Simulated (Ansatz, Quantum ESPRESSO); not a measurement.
# Evanescent states of BeSe, zinc blende type, lattice constant set to 5.335 Å, part 4 of 4

How good a tunnel barrier is BeSe, zinc blende type, lattice constant set to 5.335 Å?

Quantum ESPRESSO 7.5; plane-wave DFT, PBE, GBRV ultrasoft pseudopotentials; cross-check by Ansatz 0.2.0 with PAW datasets.

So far. Step 2 (Ground state): The run needed 9 iterations to bring the estimated error under 1e-09 Ry.

The structure was built from a prototype and need not be the compound's stable phase.

### Step 5. The same in Ansatz

As a check, the same structure is run in Ansatz.

Level of this step: plane-wave DFT, PBE, Ansatz PAW (Ansatz 0.2.0).

Contents of input.yaml:

```yaml
crystal:
  lattice:
    - [3.7724146776, 0.0, 0.0]
    - [0.0, 3.7724146776, 0.0]
    - [0.0, 0.0, 5.335]
  atoms:
    - { symbol: Be, position: [0.0, 0.0, 0.0] }
    - { symbol: Se, position: [0.5, 0.0, 0.25] }
    - { symbol: Be, position: [0.5, 0.5, 0.5] }
    - { symbol: Se, position: [0.0, 0.5, 0.75] }
kpoints:
  mp_grid: { grid: [6, 6, 6] }
hamiltonian:
  xc: pbe
scf:
  occupations: { method: fixed }
  convergence: { dr2_threshold: 1.0e-09 }
output:
  transmission:
    leads: [[0, 0]]
    kpoints: [[0, 0], [0.5, 0], [0.5, 0.5], [0.25, 0]]
    e_range: [-1.92, 4.48]
    de: 0.16
```

Run with:

```bash
$ ansatz run input.yaml --threads 2 --pin off --max-ram 4096MiB --backend cpu --events-out ev --progress --plain --runs-dir out
```

Numbers of over 12 decimals in the logs are rounded to 6 here.

Output:

```text
Engine: ansatz 0.2.0, aarch64-unknown-linux-gnu
Pseudopotentials: kind: paw
Pseudopotential: Be, paw, valence charge 2, recommended cutoff 420 eV (normal), Be.paw.azcp
Pseudopotential: Se, paw, valence charge 16, recommended cutoff 420 eV (normal), Se.paw.azcp
Functional definition: PBE
  parameter kappa = 0.804
  parameter beta = 0.066725
  exchange = pbe_x(kappa = kappa, mu = beta*pi^2/3)
  correlation = pbe_c(beta = beta)
Crystal: 4 atoms, lattice volume = 75.923 Å³
Basis set: ecut = 420 eV, 1465 PW (Γ)
Bands: 22, of which v1, the nominal top of the filled ones, is band 18 counted from 1 (17 counted from 0)
Symmetry: 16 space group operations
Space group: F-43m (ITA 216), of the structure as read, at distance tolerance 4.2e-5 Å
k-points: 40 of 216 (time reversal used)
Non-local potential: Be, projectors of the file, l = 0: 2, l = 1: 2, l = 2: 1
Non-local potential: Se, projectors of the file, l = 0: 2, l = 1: 2, l = 2: 3, l = 3: 1
PAW form: soft (Blöchl's): semilocal exchange-correlation on the pseudo side does not see the compensation charge
PAW one-centre angular grid: Be, 110 points (default); XC on 64 Gauss nodes
PAW one-centre angular grid: Se, 590 points (default); XC on 64 Gauss nodes
Initial density: superposition of atomic densities (neutral atoms: chi_scale 0, normalization atom), corrected by the library's trained network
Initial wavefunctions: pseudopotential atomic-orbital guess
Functional: x = pbe(κ = 0.804, μ = 0.219515), c = pbe(β = 0.066725)
SCF iter   1: F=—  HF=-11126.749064 eV  |F-HF|=—  |Δ(HF+E_count)|=         —  Δρ=4.33e-4  dr2=7.84e-5  ethr=1.77e-3  ⟨swp⟩=5.2  Hψ=3640  notcnv=0  defer=69
preconditioner: auto → Resta (q_TF=auto, 2.409 Å⁻¹)  ε∞=3.8  [insulator: Δε(μ)=2.840 eV  Ē_g=10.104 eV  n_scr=20 (ndim 8)  ℏωp=17.0 eV  f_vac=0.019  ε∞_Penn≈3.8]
SCF iter   2: F=—  HF=-11126.749104 eV  |F-HF|=—  |Δ(HF+E_count)|=   3.93e-5  Δρ=3.18e-4  dr2=7.11e-5  ethr=2.18e-7  ⟨swp⟩=2.2  Hψ=2013  notcnv=0  defer=80
SCF iter   3: F=—  HF=-11126.749162 eV  |F-HF|=—  |Δ(HF+E_count)|=   5.81e-5  Δρ=1.03e-4  dr2=7.61e-6  ethr=1.98e-7  ⟨swp⟩=3.0  Hψ=1640  notcnv=0  defer=80
SCF iter   4: F=—  HF=-11126.749172 eV  |F-HF|=—  |Δ(HF+E_count)|=   1.05e-5  Δρ=6.71e-5  dr2=4.25e-6  ethr=2.11e-8  ⟨swp⟩=2.0  Hψ=1200  notcnv=0  defer=2
SCF iter   5: F=—  HF=-11126.749172 eV  |F-HF|=—  |Δ(HF+E_count)|=   1.65e-7  Δρ=1.45e-5  dr2=1.46e-7  ethr=1.18e-8  ⟨swp⟩=2.2  Hψ=1521  notcnv=0
SCF iter   6: F=—  HF=-11126.749172 eV  |F-HF|=—  |Δ(HF+E_count)|=   2.98e-7  Δρ=5.03e-6  dr2=2.17e-8  ethr=4.06e-10  ⟨swp⟩=2.5  Hψ=1596  notcnv=0
SCF iter   7: F=-11126.749172 eV  HF=-11126.749172 eV  |F-HF|=3.67e-10  |Δ(HF+E_count)|=   4.70e-9  Δρ=5.88e-7  dr2=2.95e-10  ethr=2.78e-12  ⟨swp⟩=2.9  Hψ=3435  notcnv=0
SCF 1 converged in 7 iterations: F = -11126.749172 eV  dr2 = 2.95e-10
  greatest PAW one-centre occupation: 1.000 electrons in one spin orbital (limit 2), on the Se atom at site 3 (counted from 0), in its partial waves of l = 2
transmission: 7 of 28 steps passed
transmission: 14 of 28 steps passed
transmission: 21 of 28 steps passed
transmission: 28 of 28 steps passed
SCF converged after 7 iterations
Free energy (F): -11126.749172 eV
Harris-Foulkes:  -11126.749172 eV  (|F-HF|=3.67e-10)
Internal energy: -11126.749172 eV  (E = F + TS)
E sigma→0 (E₀):  -11126.749172 eV
Fermi energy:    5.623663 eV
--- Per-component energies (eV) ---
  E_band       = -806.584643
  E_kinetic    = 272.597227
  E_local      = -5249.193684  (includes V_loc(G=0)·N_el)
  E_nonlocal   = -1183.613510
  E_hartree    = 2576.541034
  E_xc         = -245.808500
  E_vxc        = -235.271909  (∫ρ·V_xc dr)
  E_paw        = -3941.254210  (= ΣΔE_a)
  E_vpaw       = 435.817413  (= ΣTr[D̂ρ^β])
  E_aug_tail   = -0.001224  (compensation charges beyond the density's cutoff)
  E_ewald      = -3356.016305
  E_smearing   = -0.000000  (= −TS)
  E_closure    = 0.000000  (closes the sum)
  Σ components = -11126.749172   (vs F -11126.749172, Δ=0.00e0)
--- Band table (eV; the first three rows and the last of 40) ---
  k-point 0: bands = [... 14 lower, 3.3359, 5.6236, 5.6237, 5.6237, 8.4660, 9.2190, 9.8655, 10.6385]
  k-point 1: bands = [... 14 lower, 3.4410, 5.0721, 5.3758, 5.3758, 8.6136, 9.7478, 10.0241, 10.5572]
  k-point 2: bands = [... 14 lower, 3.7485, 4.0010, 4.8213, 4.8213, 8.9918, 9.9050, 10.5061, 11.0295]
  k-point 39: bands = [... 14 lower, 2.3604, 2.3604, 2.8177, 2.8177, 11.6577, 11.6577, 12.3726, 12.3726]
--- Transmission ---
  basis      : 121 plane waves across, 7 finite elements along
  points     : 4, as listed
  energies   : 41 from -1.920000 to 4.480000 eV about the Fermi level, 0.160000 eV apart; the leads are filled to 1.421136 eV, and channels, transmission and decay are at 1.440000 eV
  crystal 0  : Se2Be2, at the sites [0, 0], period 5.3350 Å: whole cells are its period
    offset         : up to 0.0000 Å between an atom of the period and one for which it stands
    channels       : 0.000000e0 a spin
    conductance    : none, the energies end too early or step too widely for 300 K: set another output.transmission.e_range or a lower de, or, where they end at an eighth of basis.ecutwfc, a higher one
    slowest decay  : 0.2183 /Å at (0.0000, 0.0000)
```

The job ended after 13 s (2 threads of Arm Neoverse V2, shared host; peak memory 0.41 GiB; 25 s of CPU time).

Read from the output:

| Quantity | Value |
| --- | --- |
| free energy | -11126.7492 eV |
| gap by band count | 2.842 eV |
| symmetry operations | 16 |
| slowest decay at the grid energy nearest mid-gap | 0.2183 Å⁻¹ |
| peak of the smallest κ at the zone centre | 0.2218 Å⁻¹ |
| peak of the smallest κ at (1/2, 0) | 0.3138 Å⁻¹ |
| peak of the smallest κ at (1/4, 0) | 0.3119 Å⁻¹ |
| valence top, on the run's zero | 5.624 eV |

K across = (0, 0) in the cell's reciprocal vectors; values within 0.0025 1/Å of each other count once, columns are sorted by size at each energy, a dash where no further value was kept. The Im kz of the slowest decaying states by energy, zero at the highest filled level of the SCF mesh:

```
energy (eV)  decay 1 (Å⁻¹)  decay 2 (Å⁻¹)  decay 3 (Å⁻¹)
      -1.92          0.897              -              -
      -1.76          0.883              -              -
      -1.60          0.868              -              -
      -1.44          0.854           1.49              -
      -1.28          0.839           1.47              -
      -1.12          0.824           1.45              -
      -0.96          0.809           1.42              -
      -0.64          0.778           1.37              -
      -0.48          0.762           1.34              -
      -0.32          0.746           1.32              -
      -0.16          0.729           1.29              -
       0.00        0.00195          0.712           1.26
       0.16         0.0943          0.147          0.694
       0.32          0.130          0.201          0.676
       0.48          0.154          0.240          0.657
       0.64          0.173          0.269          0.638
       0.80          0.187          0.292          0.618
       0.96          0.199          0.311          0.597
       1.12          0.207          0.326          0.575
       1.44          0.218          0.348          0.526
       1.60          0.221          0.356          0.500
       1.76          0.222          0.362          0.471
       1.92          0.221          0.366          0.440
       2.08          0.218          0.368          0.405
       2.24          0.214          0.364          0.369
       2.40          0.208          0.317          0.368
       2.56          0.200          0.257          0.366
       2.72          0.172          0.190          0.363
       2.88          0.177          0.358          0.646
       3.04          0.160          0.352          0.599
       3.20          0.139          0.345          0.550
       3.52         0.0644          0.325          0.444
       3.68          0.312          0.386           1.37
       3.84          0.298          0.323           1.35
       4.00          0.247          0.282           1.34
       4.16          0.142          0.262           1.33
       4.32          0.240           1.31           1.49
       4.48         0.0698          0.214           1.30
```

K across = (0, 0) in the cell's reciprocal vectors. The Re kz of states that move upwards by energy, zero at the highest filled level of the SCF mesh:

```csv
energy (eV),channel 1 (Å⁻¹),channel 2 (Å⁻¹),channel 3 (Å⁻¹)
-1.92,-0.445,0.370,0.370
-1.60,-0.389,0.512,0.512
-1.28,-0.549,-0.549,-0.332
-0.96,-0.443,-0.443,-0.275
-0.64,-0.340,-0.340,-0.214
-0.32,-0.226,-0.226,-0.144
-0.16,-0.155,-0.155,-0.0994
0.00,-,-,-
0.16,-,-,-
0.48,-,-,-
0.80,-,-,-
1.12,-,-,-
1.44,-,-,-
1.76,-,-,-
2.08,-,-,-
2.40,-,-,-
2.72,-,-,-
2.88,0.0980,-,-
3.20,0.315,-,-
3.52,0.457,-,-
3.84,0.124,0.588,-
4.16,-0.453,0.206,-
4.48,0.240,-,-
```

K across = (1/2, 0) in the cell's reciprocal vectors; values within 0.0025 1/Å of each other count once, columns are sorted by size at each energy, a dash where no further value was kept. Table of Im kz of the slowest decaying states by energy, zero at the highest filled level of the SCF mesh:

```csv
energy (eV),decay 1 (Å⁻¹),decay 2 (Å⁻¹),decay 3 (Å⁻¹)
-1.92,0.857,1.40,-
-1.60,0.757,1.37,-
-1.28,0.603,1.34,-
-0.96,1.30,-,-
-0.64,0.151,0.542,1.27
-0.32,0.211,0.647,1.23
-0.16,0.232,0.675,1.22
0.00,0.249,0.696,1.20
0.16,0.264,0.710,1.18
0.48,0.286,0.728,1.14
0.80,0.301,0.736,1.10
1.12,0.310,0.737,1.06
1.44,0.314,0.731,1.02
1.76,0.313,0.722,0.982
2.08,0.306,0.708,0.939
2.40,0.294,0.691,0.894
2.72,0.276,0.671,0.846
2.88,0.264,0.660,0.822
3.20,0.232,0.634,0.770
3.52,0.185,0.605,0.714
3.84,0.101,0.573,0.653
4.16,0.535,0.582,-
4.48,0.493,0.496,-
```

K across = (1/2, 1/2) in the cell's reciprocal vectors; values within 0.0025 1/Å of each other count once, columns are sorted by size at each energy, a dash where no further value was kept. The Im kz of the slowest decaying states by energy, zero at the highest filled level of the SCF mesh:

| energy (eV) | decay 1 (Å⁻¹) | decay 2 (Å⁻¹) |
| --- | --- | --- |
| -1.92 | 0.234 | 0.251 |
| -1.76 | 0.272 | 0.285 |
| -1.44 | 0.327 | - |
| -1.28 | 0.343 | 0.347 |
| -0.96 | 0.361 | 0.377 |
| -0.80 | 0.367 | 0.389 |
| -0.64 | 0.371 | 0.398 |
| -0.32 | 0.373 | 0.412 |
| -0.16 | 0.372 | 0.417 |
| 0.00 | 0.370 | 0.421 |
| 0.32 | 0.362 | 0.425 |
| 0.48 | 0.356 | 0.425 |
| 0.80 | 0.342 | 0.423 |
| 0.96 | 0.333 | 0.420 |
| 1.12 | 0.322 | 0.417 |
| 1.44 | 0.298 | 0.407 |
| 1.60 | 0.284 | 0.401 |
| 1.76 | 0.268 | 0.394 |
| 2.08 | 0.229 | 0.377 |
| 2.24 | 0.206 | 0.367 |
| 2.56 | 0.143 | 0.344 |
| 2.72 | 0.0951 | 0.331 |
| 2.88 | 0.316 | - |
| 3.20 | 0.282 | - |
| 3.36 | 0.262 | - |
| 3.52 | 0.239 | - |
| 3.84 | 0.181 | - |
| 4.00 | 0.142 | - |
| 4.32 | - | - |
| 4.48 | - | - |

K across = (1/4, 0) in the cell's reciprocal vectors; values within 0.0025 1/Å of each other count once, columns are sorted by size at each energy, a dash where no further value was kept. The Im kz of the slowest decaying states by energy, zero at the highest filled level of the SCF mesh:

```
energy (eV)  decay 1 (Å⁻¹)  decay 2 (Å⁻¹)  decay 3 (Å⁻¹)
      -1.92         0.0831         0.0916           1.15
      -1.76          0.111           1.13           1.44
      -1.60          0.119           1.11           1.43
      -1.44          0.118           1.10           1.42
      -1.28          0.106           1.08            1.4
      -1.12         0.0773           1.06           1.38
      -0.96           1.04           1.37              -
      -0.64           1.01           1.34              -
      -0.48         0.0666          0.988           1.32
      -0.32          0.136          0.970           1.31
      -0.16          0.111          0.177          0.951
       0.00          0.206          0.219          0.932
       0.16          0.229          0.283          0.912
       0.32          0.248          0.331          0.893
       0.48          0.263          0.368          0.873
       0.64          0.276          0.399          0.852
       0.80          0.286          0.425          0.832
       0.96          0.295          0.447          0.810
       1.12          0.301          0.466          0.789
       1.44          0.309          0.496          0.744
       1.60          0.311          0.508          0.721
       1.76          0.312          0.518          0.696
       1.92          0.311          0.526          0.671
       2.08          0.309          0.533          0.645
       2.24          0.306          0.539          0.618
       2.40          0.301          0.543          0.589
       2.56          0.294          0.546          0.558
       2.72          0.286          0.525          0.548
       2.88          0.277          0.490          0.548
       3.04          0.265          0.450          0.547
       3.20          0.251          0.406          0.545
       3.52          0.214          0.294          0.535
       3.68          0.188          0.211          0.527
       3.84        0.00678          0.155          0.516
       4.00          0.105          0.503          0.782
       4.16          0.487          0.763          0.944
       4.32          0.467          0.744          0.910
       4.48          0.443          0.727          0.875
```

### Step 6. Worked from the printed numbers

T falls as exp(−2κd). With κ = 0.218 1/Å, 10 Å of barrier pass exp(−2 × 0.218 × 10) = 0.013 of that channel, interfaces aside.

### Step 7. Results

| Item | Value |
| --- | --- |
| gap on the SCF mesh | 2.84 eV |
| smallest κ at mid-gap among the four k points, at the zone centre | 0.218 Å⁻¹ |
| peak of the smallest κ in the stop band at the zone centre | 0.222 Å⁻¹ |
| peak of the smallest κ in the stop band at (1/2, 0) | 0.314 Å⁻¹ |
| peak of the smallest κ in the stop band at (1/4, 0) | 0.312 Å⁻¹ |
| energy of the peak at the zone centre, over the highest filled level | 1.76 eV |
| peak at the zone centre by Ansatz | 0.222 Å⁻¹ |

What this shows: With a gap of 2.84 eV on the mesh, the smallest κ at mid-gap among the four k points, at the zone centre is 0.218 Å⁻¹ (PBE, GBRV ultrasoft). For a barrier with the Fermi level at mid-gap the slowest state found, at the zone centre, loses a factor of ten in probability every 5.3 Å or so. Stop bands away from the zone centre are mostly wider than the gap, so their peaks can lie above the conduction bottom. At the zone centre pwcond's peak is 0.222 and Ansatz's 0.222 1/Å, 0 % apart. The cell is the a/√2 one, turned by 45°, with two primitive cells, so X along [001] folds onto kz = 0. A semilocal gap is too small, often by a third to a half and by more in narrow-gap crystals, so real barriers decay faster. Spin-orbit coupling is left out; depending on the atoms that carry the levels of interest, it can split and shift them by tens to hundreds of meV.

[Logs are printed without paths, hosts, clocks, repeated set-up lines and the standing remarks that a program may print on its own settings, such as how far it seeks lower states.]

[Hosts, paths, dates, database ids (printed as entryN), source tags and the programs' standing remarks are cut or masked in the printed files.]

[Maps of the electrostatic potential energy from Ansatz leave out the sawtooth potential of an applied field or a dipole correction, so their vacuum need not be flat; planar profiles and work functions include it.]
